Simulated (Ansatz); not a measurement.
# Dielectric response of SrO (001) films, part 5 of 6

How well do thin rocksalt SrO (001) films screen a perpendicular field?

Ansatz 0.2.0; plane-wave DFT, PBEsol, Ansatz PAW.

So far. Step 28 (Relaxing the film, 16 atoms, units 8): The gap is 2.69 eV, with the valence edge 3.70 eV and the conduction edge 1.00 eV under the upper vacuum level. Step 29 (The relaxed film, single point, 16 atoms, units 8): The gap is 2.69 eV, with the valence edge 3.70 eV and the conduction edge 1.01 eV under the upper vacuum level.

## 30. Atoms held, 16 atoms, units 8, field 0.05 V/Å

input.yaml reads:

```yaml
crystal:
  lattice:
    - [3.64867099, 0.0, 0.0]
    - [0.0, 3.64867099, 0.0]
    - [0.0, 0.0, 36.06]
  atoms:
    - { symbol: Sr, position: [0.5, 0.5, 0.2533125054] }
    - { symbol: O, position: [0.0, 0.0, 0.2549486966] }
    - { symbol: Sr, position: [0.0, 0.0, 0.3230740582] }
    - { symbol: O, position: [0.5, 0.5, 0.3222707165] }
    - { symbol: Sr, position: [0.5, 0.5, 0.3938370507] }
    - { symbol: O, position: [0.0, 0.0, 0.394157948] }
    - { symbol: Sr, position: [0.0, 0.0, 0.4646327268] }
    - { symbol: O, position: [0.5, 0.5, 0.4644972626] }
    - { symbol: Sr, position: [0.5, 0.5, 0.5353672721] }
    - { symbol: O, position: [0.0, 0.0, 0.535502738] }
    - { symbol: Sr, position: [0.0, 0.0, 0.6061629493] }
    - { symbol: O, position: [0.5, 0.5, 0.605842052] }
    - { symbol: Sr, position: [0.5, 0.5, 0.6769259422] }
    - { symbol: O, position: [0.0, 0.0, 0.6777292826] }
    - { symbol: Sr, position: [0.0, 0.0, 0.7466874947] }
    - { symbol: O, position: [0.5, 0.5, 0.7450513041] }
kpoints:
  mp_grid: { grid: [8, 8, 1] }
hamiltonian:
  xc: pbesol
scf:
  occupations: { method: fixed }
  convergence: { dr2_threshold: 1.0e-10 }
efield:
  axis: 3
  dipole_correction: true
  ramp_position: 0.97
  ramp_width: 0.06
  amplitude: 0.05
output:
  write_potential: true
  write_density: true
  volumetric_format: npy
```

Run with:

```console
ansatz run input.yaml --threads 4 --pin off --max-ram 16384MiB --backend cpu --events-out ev --progress --plain --runs-dir out
```

Numbers of over 12 decimals in the logs are rounded to 6 here.

The program printed:

```text
[...]
Crystal: 16 atoms, lattice volume = 480.060 Å³
Basis set: ecut = 420 eV, 9377 PW (Γ)
Bands: 80, of which v1, the nominal top of the filled ones, is band 64 counted from 1 (63 counted from 0)
Symmetry: 8 space group operations
k-points: 15 of 64
[...]
k-point 0: bands = [... 60 lower, 2.7905, 2.7905, 3.0068, 3.0068, 5.4205, 5.7768, 5.9220, 6.1335, ... 12 higher]
  k-point 1: bands = [... 60 lower, 2.5993, 2.6282, 2.7452, 2.8450, 5.6143, 5.9794, 6.3434, 6.5455, ... 12 higher]
  k-point 2: bands = [... 60 lower, 2.2693, 2.4242, 2.4866, 2.5976, 6.1242, 6.4951, 7.3180, 7.4178, ... 12 higher]
  k-point 14: bands = [... 60 lower, 2.6769, 2.7809, 2.7809, 2.8485, 6.0856, 6.0856, 6.5844, 6.5844, ... 12 higher]
[key lines of the parts left out:]
SCF converged after 15 iterations
Free energy (F): -32447.927004 eV
Fermi energy:    3.006782 eV
Dipole field:    D = 0.022470 V/Å  (p = 0.059612 e·Å, saw-weighted, corrected)
```

Wall time 33 s (4 threads of Arm Neoverse V1, shared host); peak memory 1.3 GiB; 2.2 min of CPU time.

The dipole is 0.0596 e·Å, and the gap on the mesh 2.414 eV.

## 31. Atoms held, 16 atoms, units 8, field -0.05 V/Å

input.yaml, as its differences from that of step 30:

```diff
@@ -34,3 +34,3 @@
   ramp_width: 0.06
-  amplitude: 0.05
+  amplitude: -0.05
 output:
```

The program printed:

```text
[...]
Crystal: 16 atoms, lattice volume = 480.060 Å³
Basis set: ecut = 420 eV, 9377 PW (Γ)
Bands: 80, of which v1, the nominal top of the filled ones, is band 64 counted from 1 (63 counted from 0)
Symmetry: 8 space group operations
k-points: 15 of 64
[...]
k-point 0: bands = [... 60 lower, 2.7905, 2.7905, 3.0068, 3.0068, 5.4195, 5.7777, 5.9220, 6.1335, ... 12 higher]
  k-point 1: bands = [... 60 lower, 2.5993, 2.6282, 2.7452, 2.8450, 5.6132, 5.9804, 6.3434, 6.5456, ... 12 higher]
  k-point 2: bands = [... 60 lower, 2.2693, 2.4242, 2.4866, 2.5976, 6.1231, 6.4961, 7.3182, 7.4178, ... 12 higher]
  k-point 14: bands = [... 60 lower, 2.6769, 2.7809, 2.7809, 2.8485, 6.0856, 6.0856, 6.5844, 6.5844, ... 12 higher]
[key lines of the parts left out:]
SCF converged after 15 iterations
Free energy (F): -32447.927005 eV
Fermi energy:    3.006779 eV
Dipole field:    D = -0.022478 V/Å  (p = -0.059633 e·Å, saw-weighted, corrected)
```

Run time: 33 s. Hardware: 4 threads; peak memory 1.3 GiB.

The dipole is -0.0596 e·Å, and the gap on the mesh 2.413 eV.

## 32. Response with the atoms held, 16 atoms, units 8

This step: plane-wave DFT, PBEsol, Ansatz PAW; response to a field along the normal, atoms held (Ansatz 0.2.0).

Local field over the applied field, running mean. From the potentials at -0.05 and 0.05 V/Å; running mean over 2.58 Å, taken twice. Table of local field over applied field by z:

z (Å), local field over applied field and a bar from the least value:
```
        5      0.976 ##############################
        6      0.901 ###########################
        7      0.717 ####################
        8      0.462 ##########
        9      0.274 ###
       10      0.210 
       11      0.224 #
       12      0.245 #
       13      0.258 ##
       14      0.258 ##
       15      0.256 ##
       16      0.256 ##
       17      0.258 ##
       18      0.259 ##
       19      0.258 ##
       20      0.256 ##
       21      0.256 ##
       22      0.258 ##
       23      0.258 ##
       24      0.246 #
       25      0.225 #
       26      0.210 
       27      0.266 ##
       28      0.448 #########
       29      0.703 ###################
       30      0.893 ###########################
       31      0.974 ##############################
```

The induced dipole is that of a conductor 16.21 Å thick.

## 33. Field on, atoms free, 16 atoms, units 8, field 0.05 V/Å

This step: plane-wave DFT, PBEsol, Ansatz PAW (Ansatz 0.2.0).

The same pair of relaxations in the field for this thickness.

input.yaml, as its differences from that of step 31:

```diff
@@ -34,3 +34,6 @@
   ramp_width: 0.06
-  amplitude: -0.05
+  amplitude: 0.05
+relax:
+  f_tol: 0.0006
+  max_steps: 70
 output:
```

The program printed:

```text
[...]
Crystal: 16 atoms, lattice volume = 480.060 Å³
Basis set: ecut = 420 eV, 9377 PW (Γ), exchange–correlation on 50×50×486 points (8 copies of the dense FFT grid, shifted against one another)
Bands: 80, of which v1, the nominal top of the filled ones, is band 64 counted from 1 (63 counted from 0)
Symmetry: 8 space group operations
k-points: 15 of 64
[...]
- { symbol: O, position: [0.500000, 0.500000, 0.464461] }
    - { symbol: Sr, position: [0.500000, 0.500000, 0.535403] }
    - { symbol: O, position: [0, 0.0, 0.535455] }
    - { symbol: Sr, position: [0, 0.0, 0.606193] }
    - { symbol: O, position: [0.500000, 0.500000, 0.605788] }
    - { symbol: Sr, position: [0.500000, 0.500000, 0.676946] }
    - { symbol: O, position: [0, 0.0, 0.677676] }
    - { symbol: Sr, position: [0, 0.0, 0.746717] }
    - { symbol: O, position: [0.500000, 0.500000, 0.744981] }
[key lines of the parts left out:]
SCF converged after 7 iterations
Free energy (F): -32447.927211 eV
Fermi energy:    2.918597 eV
Dipole field:    D = 0.027987 V/Å  (p = 0.074250 e·Å, saw-weighted, corrected)
```

Elapsed: 96 s, on 4 threads; peak memory 1.2 GiB; 6.3 min of CPU time.

The relaxation took 6 steps and lowered the energy by 3.7e-4 eV; the largest force on the free atoms ends at 1.7e-4 eV/Å.

The dipole is 0.0742 e·Å, and the gap on the mesh 2.602 eV.

## 34. Field on, atoms free, 16 atoms, units 8, field -0.05 V/Å

The opposite sign, again from the field-free geometry; the difference of the two cancels what relaxes without a field.

input.yaml, as its differences from that of step 33:

```diff
@@ -34,3 +34,3 @@
   ramp_width: 0.06
-  amplitude: 0.05
+  amplitude: -0.05
 relax:
```

The program printed:

```text
[...]
Crystal: 16 atoms, lattice volume = 480.060 Å³
Basis set: ecut = 420 eV, 9377 PW (Γ), exchange–correlation on 50×50×486 points (8 copies of the dense FFT grid, shifted against one another)
Bands: 80, of which v1, the nominal top of the filled ones, is band 64 counted from 1 (63 counted from 0)
Symmetry: 8 space group operations
k-points: 15 of 64
[...]
- { symbol: O, position: [0.500000, 0.500000, 0.464545] }
    - { symbol: Sr, position: [0.500000, 0.500000, 0.535324] }
    - { symbol: O, position: [0, 0.0, 0.535539] }
    - { symbol: Sr, position: [0, 0.0, 0.606107] }
    - { symbol: O, position: [0.500000, 0.500000, 0.605877] }
    - { symbol: Sr, position: [0.500000, 0.500000, 0.676881] }
    - { symbol: O, position: [0, 0.0, 0.677742] }
    - { symbol: Sr, position: [0, 0.0, 0.746611] }
    - { symbol: O, position: [0.500000, 0.500000, 0.745078] }
[key lines of the parts left out:]
SCF converged after 7 iterations
Free energy (F): -32447.927211 eV
Fermi energy:    2.918596 eV
Dipole field:    D = -0.027987 V/Å  (p = -0.074250 e·Å, saw-weighted, corrected)
```

The job ended after 96 s (4 threads; peak memory 1.2 GiB; 6.3 min of CPU time).

The relaxation took 6 steps and lowered the energy by 3.7e-4 eV; the largest force on the free atoms ends at 1.7e-4 eV/Å.

The dipole is -0.0742 e·Å, and the gap on the mesh 2.602 eV.

## 35. Response with the atoms relaxed, 16 atoms, units 8

This step: plane-wave DFT, PBEsol, Ansatz PAW; response to a field along the normal, atoms relaxed (Ansatz 0.2.0).

Local field over the applied field, running mean. From the potentials at -0.05 and 0.05 V/Å; running mean over 2.58 Å, taken twice. Table of local field over applied field by z:

```tsv
z (Å)	local field over applied field
5	0.981
6	0.936
7	0.723
8	0.348
9	0.00317
10	-0.0138
11	0.0543
12	0.102
13	0.0736
14	0.0380
15	0.0424
16	0.0528
17	0.0604
18	0.0603
19	0.0603
20	0.0536
21	0.0430
22	0.0366
23	0.0719
24	0.0999
25	0.0601
26	-0.0104
27	-0.0107
28	0.327
29	0.700
30	0.932
31	0.979
```

The induced dipole is that of a conductor 20.18 Å thick.

## 36. Relaxation, 20 atoms, units 10

This step: plane-wave DFT, PBEsol, Ansatz PAW (Ansatz 0.2.0).

System of this step: SrO (001), 10 units. The cell holds 20 atoms: 10 Sr and 10 O. Its edges and angles: a = 3.649 Å, b = 3.649 Å, c = 41.220 Å, α = 90.0°, β = 90.0°, γ = 90.0°. It derives from SrO (rocksalt SrO). Vacuum lies along c.

The next thickness, treated alike, so that differences show the interior and the faces cancel.

input.yaml reads:

```yaml
crystal:
  lattice:
    - [3.64867099, 0.0, 0.0]
    - [0.0, 3.64867099, 0.0]
    - [0.0, 0.0, 41.22]
  atoms:
    - { symbol: Sr, position: [0.5, 0.5, 0.2183406114] }
    - { symbol: O, position: [0.0, 0.0, 0.2183406114] }
    - { symbol: Sr, position: [0.0, 0.0, 0.2809315866] }
    - { symbol: O, position: [0.5, 0.5, 0.2809315866] }
    - { symbol: Sr, position: [0.5, 0.5, 0.3435225619] }
    - { symbol: O, position: [0.0, 0.0, 0.3435225619] }
    - { symbol: Sr, position: [0.0, 0.0, 0.4061135371] }
    - { symbol: O, position: [0.5, 0.5, 0.4061135371] }
    - { symbol: Sr, position: [0.5, 0.5, 0.4687045124] }
    - { symbol: O, position: [0.0, 0.0, 0.4687045124] }
    - { symbol: Sr, position: [0.0, 0.0, 0.5312954876] }
    - { symbol: O, position: [0.5, 0.5, 0.5312954876] }
    - { symbol: Sr, position: [0.5, 0.5, 0.5938864629] }
    - { symbol: O, position: [0.0, 0.0, 0.5938864629] }
    - { symbol: Sr, position: [0.0, 0.0, 0.6564774381] }
    - { symbol: O, position: [0.5, 0.5, 0.6564774381] }
    - { symbol: Sr, position: [0.5, 0.5, 0.7190684134] }
    - { symbol: O, position: [0.0, 0.0, 0.7190684134] }
    - { symbol: Sr, position: [0.0, 0.0, 0.7816593886] }
    - { symbol: O, position: [0.5, 0.5, 0.7816593886] }
kpoints:
  mp_grid: { grid: [8, 8, 1] }
hamiltonian:
  xc: pbesol
scf:
  occupations: { method: fixed }
  convergence: { dr2_threshold: 1.0e-09 }
efield:
  axis: 3
  dipole_correction: true
  ramp_position: 0.97
  ramp_width: 0.06
relax:
  f_tol: 0.003
  max_steps: 100
output:
  write_potential: true
  write_density: true
  volumetric_format: npy
```

The program printed:

```text
[...]
Crystal: 20 atoms, lattice volume = 548.754 Å³
Basis set: ecut = 420 eV, 10697 PW (Γ), exchange–correlation on 50×50×576 points (8 copies of the dense FFT grid, shifted against one another)
Bands: 100, of which v1, the nominal top of the filled ones, is band 80 counted from 1 (79 counted from 0)
Symmetry: 8 space group operations
k-points: 15 of 64
[...]
- { symbol: O, position: [0.5, 0.5, 0.530914] }
    - { symbol: Sr, position: [0.5, 0.5, 0.592841] }
    - { symbol: O, position: [0, 0.0, 0.592927] }
    - { symbol: Sr, position: [0, 0.0, 0.654758] }
    - { symbol: O, position: [0.5, 0.5, 0.654483] }
    - { symbol: Sr, position: [0.5, 0.5, 0.716658] }
    - { symbol: O, position: [0, 0.0, 0.717351] }
    - { symbol: Sr, position: [0, 0.0, 0.777672] }
    - { symbol: O, position: [0.5, 0.5, 0.776247] }
[key lines of the parts left out:]
SCF converged after 8 iterations
Free energy (F): -40560.151617 eV
Fermi energy:    3.516318 eV
Dipole field:    D = -0.000000 V/Å  (p = -0.000001 e·Å, saw-weighted, corrected)
Work function:   Φ+ = 3.6998 eV   Φ− = 3.6998 eV
```

It took 3.1 min on 4 threads; peak memory 1.5 GiB.

Running mean over 2.58 Å of the planar mean; the ramp of the sawtooth is left out. Electron's electrostatic potential energy less the highest filled level against z:

```tsv
z (Å)	electron's electrostatic potential energy less the highest filled level (eV)
4	3.70
5	3.70
6	3.66
7	3.29
8	-1.96
9	-5.46
10	-5.94
11	-5.79
12	-5.65
13	-5.85
14	-5.71
15	-5.79
16	-5.78
17	-5.67
18	-5.89
19	-5.69
20	-5.74
21	-5.82
22	-5.68
23	-5.88
24	-5.69
25	-5.71
26	-5.86
27	-5.70
28	-5.83
29	-5.69
30	-5.65
31	-6.14
32	-5.53
33	-3.54
34	2.91
35	3.64
36	3.69
37	3.70
```

The relaxation took 6 steps and lowered the energy by 0.084 eV; the largest force on the free atoms ends at 0.0029 eV/Å.

The gap is 2.70 eV, with the valence edge 3.70 eV and the conduction edge 1.00 eV under the upper vacuum level.

## 37. The series together

Times are for 4 threads of Arm Neoverse V1, shared host. The series side by side:

```tsv
no.	units	gap by band count (eV)	ionisation energy, upper face (eV)	electron affinity, upper face (eV)	time	memory (GiB)
1	3	2.549	3.703	1.154	16 s	0.56
2	4	2.601	3.670	1.069	27 s	0.68
3	5	2.657	3.699	1.042	41 s	0.77
4	6	2.675	3.695	1.020	63 s	0.89
5	8	2.694	3.698	1.004	92 s	1.2
6	10	2.701	3.700	0.9986	3.1 min	1.5
```

The valence density, planar mean (3) oscillates, so the rows of the table below give means over windows of 1 Å about each position, cut where the curve ends. Its maxima inside the range that stand out by 2 % of the span (Å: e/Å³): 9.1: 1.00, 11.6: 1.00, 14.0: 1.00. Its minima: 10.3: 0.0959, 12.9: 0.0959.

The runs together. The valence density, planar mean by z; means over each step:

```tsv
z (Å)	3 (e/Å³)	4 (e/Å³)	5 (e/Å³)	6 (e/Å³)	8 (e/Å³)	10 (e/Å³)
5	5.1e-5	5.0e-5	4.8e-5	4.7e-5	4.4e-5	4.1e-5
6	4.9e-4	4.8e-4	4.6e-4	4.5e-4	4.2e-4	3.9e-4
7	0.00565	0.00548	0.00523	0.00508	0.00470	0.00436
8	0.140	0.134	0.127	0.123	0.113	0.102
9	0.820	0.809	0.807	0.801	0.789	0.778
10	0.254	0.270	0.278	0.286	0.305	0.325
11	0.504	0.511	0.493	0.483	0.459	0.434
12	0.639	0.632	0.646	0.658	0.680	0.700
13	0.184	0.153	0.158	0.151	0.149	0.144
14	0.825	0.795	0.798	0.790	0.775	0.763
15	0.223	0.306	0.297	0.313	0.333	0.353
16	0.00882	0.462	0.380	0.387	0.361	0.338
17	7.0e-4	0.670	0.743	0.737	0.759	0.773
18	7.3e-5	0.0564	0.166	0.144	0.145	0.150
19	7.8e-6	0.00278	0.779	0.727	0.719	0.700
20	0	2.6e-4	0.314	0.400	0.410	0.432
21	0	2.8e-5	0.0136	0.357	0.293	0.272
22	0	3.0e-6	9.7e-4	0.755	0.800	0.810
23	0	0	1.5e-4	0.148	0.206	0.226
```

## 38. Single point on the relaxed film, 20 atoms, units 10

The next thickness, treated alike, so that differences show the interior and the faces cancel.

input.yaml reads:

```yaml
crystal:
  lattice:
    - [3.64867099, 0.0, 0.0]
    - [0.0, 3.64867099, 0.0]
    - [0.0, 0.0, 41.22]
  atoms:
    - { symbol: Sr, position: [0.5, 0.5, 0.2223278147] }
    - { symbol: O, position: [0.0, 0.0, 0.2237534676] }
    - { symbol: Sr, position: [0.0, 0.0, 0.2833416259] }
    - { symbol: O, position: [0.5, 0.5, 0.2826489438] }
    - { symbol: Sr, position: [0.5, 0.5, 0.34524175] }
    - { symbol: O, position: [0.0, 0.0, 0.3455168458] }
    - { symbol: Sr, position: [0.0, 0.0, 0.4071592185] }
    - { symbol: O, position: [0.5, 0.5, 0.4070732326] }
    - { symbol: Sr, position: [0.5, 0.5, 0.4690468073] }
    - { symbol: O, position: [0.0, 0.0, 0.4690864225] }
    - { symbol: Sr, position: [0.0, 0.0, 0.5309531917] }
    - { symbol: O, position: [0.5, 0.5, 0.5309135778] }
    - { symbol: Sr, position: [0.5, 0.5, 0.5928407806] }
    - { symbol: O, position: [0.0, 0.0, 0.5929267673] }
    - { symbol: Sr, position: [0.0, 0.0, 0.6547582491] }
    - { symbol: O, position: [0.5, 0.5, 0.6544831542] }
    - { symbol: Sr, position: [0.5, 0.5, 0.716658374] }
    - { symbol: O, position: [0.0, 0.0, 0.7173510574] }
    - { symbol: Sr, position: [0.0, 0.0, 0.7776721856] }
    - { symbol: O, position: [0.5, 0.5, 0.7762465336] }
kpoints:
  mp_grid: { grid: [8, 8, 1] }
hamiltonian:
  xc: pbesol
scf:
  occupations: { method: fixed }
  convergence: { dr2_threshold: 1.0e-09 }
efield:
  axis: 3
  dipole_correction: true
  ramp_position: 0.97
  ramp_width: 0.06
output:
  eigenvalues: true
  dos: { projected: true, e_range: [-7, 7] }
  write_potential: true
  write_density: true
  volumetric_format: npy
checkpoint:
  write: end10.run
  compress: false
  write_wavefunctions: false
```

The program printed:

```text
[...]
Crystal: 20 atoms, lattice volume = 548.754 Å³
Basis set: ecut = 420 eV, 10697 PW (Γ)
Bands: 100, of which v1, the nominal top of the filled ones, is band 80 counted from 1 (79 counted from 0)
Symmetry: 8 space group operations
k-points: 15 of 64
[...]
k-point 0: bands = [... 76 lower, 3.5163, 3.5163, 3.5163, 3.5163, 6.2161, 6.2277, 6.5325, 6.6612, ... 16 higher]
  k-point 1: bands = [... 76 lower, 3.2469, 3.2963, 3.3542, 3.3543, 6.4149, 6.4251, 6.9555, 7.0773, ... 16 higher]
  k-point 2: bands = [... 76 lower, 2.9956, 2.9956, 3.0978, 3.1740, 6.9282, 6.9368, 8.0343, 8.0501, ... 16 higher]
  k-point 14: bands = [... 76 lower, 3.3041, 3.3041, 3.3808, 3.3808, 6.6531, 6.6531, 6.9953, 6.9953, ... 16 higher]
[key lines of the parts left out:]
SCF converged after 10 iterations
Free energy (F): -40560.151688 eV
Fermi energy:    3.516287 eV
Dipole field:    D = 0.000002 V/Å  (p = 0.000005 e·Å, saw-weighted, corrected)
Work function:   Φ+ = 3.6999 eV   Φ− = 3.7000 eV
```

It took 47 s on 4 threads; peak memory 1.7 GiB.

Running mean over 2.58 Å of the planar mean; the ramp of the sawtooth is left out. Table of electron's electrostatic potential energy less the highest filled level by z:

(Unchanged from step 36.)

The gap is 2.70 eV, with the valence edge 3.70 eV and the conduction edge 1.00 eV under the upper vacuum level.

## 39. Atoms held, 20 atoms, units 10, field 0.05 V/Å

input.yaml, as its differences from that of step 38:

```diff
@@ -32,3 +32,3 @@
   occupations: { method: fixed }
-  convergence: { dr2_threshold: 1.0e-09 }
+  convergence: { dr2_threshold: 1.0e-10 }
 efield:
@@ -38,5 +38,4 @@
   ramp_width: 0.06
+  amplitude: 0.05
 output:
-  eigenvalues: true
-  dos: { projected: true, e_range: [-7, 7] }
   write_potential: true
@@ -44,5 +43 @@
   volumetric_format: npy
-checkpoint:
-  write: end10.run
-  compress: false
-  write_wavefunctions: false
```

The program printed:

```text
[...]
Crystal: 20 atoms, lattice volume = 548.754 Å³
Basis set: ecut = 420 eV, 10697 PW (Γ)
Bands: 100, of which v1, the nominal top of the filled ones, is band 80 counted from 1 (79 counted from 0)
Symmetry: 8 space group operations
k-points: 15 of 64
[...]
k-point 0: bands = [... 76 lower, 3.3753, 3.3753, 3.6574, 3.6574, 6.0079, 6.4302, 6.5050, 6.6666, ... 16 higher]
  k-point 1: bands = [... 76 lower, 3.2130, 3.2486, 3.3965, 3.4956, 6.2016, 6.6331, 6.9269, 7.0829, ... 16 higher]
  k-point 2: bands = [... 76 lower, 2.9244, 3.0598, 3.1372, 3.2499, 6.7114, 7.1490, 7.9206, 8.0028, ... 16 higher]
  k-point 14: bands = [... 76 lower, 3.2755, 3.4315, 3.4315, 3.5015, 6.6406, 6.6406, 6.9973, 6.9973, ... 16 higher]
[key lines of the parts left out:]
SCF converged after 15 iterations
Free energy (F): -40560.153526 eV
Fermi energy:    3.657405 eV
Dipole field:    D = 0.024248 V/Å  (p = 0.073535 e·Å, saw-weighted, corrected)
```

Wall time 56 s (4 threads); peak memory 1.7 GiB.

The dipole is 0.0735 e·Å, and the gap on the mesh 2.350 eV.

## 40. Single point, 20 atoms, units 10, field -0.05 V/Å

input.yaml, as its differences from that of step 39:

```diff
@@ -38,3 +38,3 @@
   ramp_width: 0.06
-  amplitude: 0.05
+  amplitude: -0.05
 output:
```

The program printed:

```text
[...]
Crystal: 20 atoms, lattice volume = 548.754 Å³
Basis set: ecut = 420 eV, 10697 PW (Γ)
Bands: 100, of which v1, the nominal top of the filled ones, is band 80 counted from 1 (79 counted from 0)
Symmetry: 8 space group operations
k-points: 15 of 64
[...]
k-point 0: bands = [... 76 lower, 3.3753, 3.3753, 3.6574, 3.6574, 6.0082, 6.4299, 6.5050, 6.6666, ... 16 higher]
  k-point 1: bands = [... 76 lower, 3.2130, 3.2486, 3.3965, 3.4956, 6.2019, 6.6328, 6.9269, 7.0829, ... 16 higher]
  k-point 2: bands = [... 76 lower, 2.9244, 3.0598, 3.1372, 3.2499, 6.7117, 7.1487, 7.9193, 8.0028, ... 16 higher]
  k-point 14: bands = [... 76 lower, 3.2755, 3.4316, 3.4316, 3.5015, 6.6406, 6.6406, 6.9973, 6.9973, ... 16 higher]
[key lines of the parts left out:]
SCF converged after 15 iterations
Free energy (F): -40560.153526 eV
Fermi energy:    3.657413 eV
Dipole field:    D = -0.024246 V/Å  (p = -0.073528 e·Å, saw-weighted, corrected)
```

Run time: 55 s. Hardware: 4 threads; peak memory 1.7 GiB.

The dipole is -0.0735 e·Å, and the gap on the mesh 2.351 eV.

(Part 5 of 6 ends here.)

[Logs are printed without paths, hosts, clocks, repeated set-up lines and the standing remarks that a program may print on its own settings, such as how far it seeks lower states.]

[Hosts, paths, dates, database ids (printed as entryN), source tags and the programs' standing remarks are cut or masked in the printed files.]

[Maps of the electrostatic potential energy from Ansatz leave out the sawtooth potential of an applied field or a dipole correction, so their vacuum need not be flat; planar profiles and work functions include it.]
